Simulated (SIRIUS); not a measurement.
Here is a SIRIUS 7.10.0 calculation.

Contents of sirius.json:

```json
{
  "control": {
    "processing_unit": "cpu",
    "verbosity": 2,
    "num_bands_to_print": 16,
    "print_forces": true,
    "print_stress": true
  },
  "parameters": {
    "electronic_structure_method": "pseudopotential",
    "xc_functionals": ["XC_GGA_X_HTBS", "XC_GGA_C_PBE"],
    "gk_cutoff": 10.2,
    "pw_cutoff": 20.4,
    "ngridk": [9, 9, 9],
    "shiftk": [0, 0, 0],
    "smearing": "methfessel_paxton",
    "smearing_width": 0.0073498644,
    "num_bands": 16,
    "num_mag_dims": 1,
    "num_dft_iter": 100,
    "energy_tol": 1e-08,
    "density_tol": 1e-06,
    "fixed_mag": 0.75
  },
  "iterative_solver": {
    "type": "davidson",
    "min_tolerance": 1e-10
  },
  "mixer": {
    "type": "anderson",
    "beta": 0.5,
    "max_history": 8
  },
  "settings": {
    "tol_ne": 1e-10,
    "smooth_initial_mag": true
  },
  "unit_cell": {
    "lattice_vectors": [
      [-0.57735026919, 0.57735026919, 0.57735026919],
      [0.57735026919, -0.57735026919, 0.57735026919],
      [0.57735026919, 0.57735026919, -0.57735026919]
    ],
    "lattice_vectors_scale": 4.5290414022,
    "atom_coordinate_units": "lattice",
    "atom_types": ["Ni"],
    "atom_files": {
      "Ni": "Ni.json"
    },
    "atoms": {
      "Ni": [
        [0.0, 0.0, 0.0, 0.0, 0.0, 1.0]
      ]
    }
  }
}
```

Potentials or basis: PseudoDojo 0.5 PBE stringent (scalar relativistic).

Command:

```console
$ upf_to_json Ni.upf
$ OMP_NUM_THREADS=1 sirius.scf --input=sirius.json --output=out.json --task=0
```

Question: Predict the pressure.

Answer: 1.2 GPa.

Caveat: the potentials were made for another functional, which shifts forces and pressure; the total moment is fixed, so each spin has its own Fermi level.
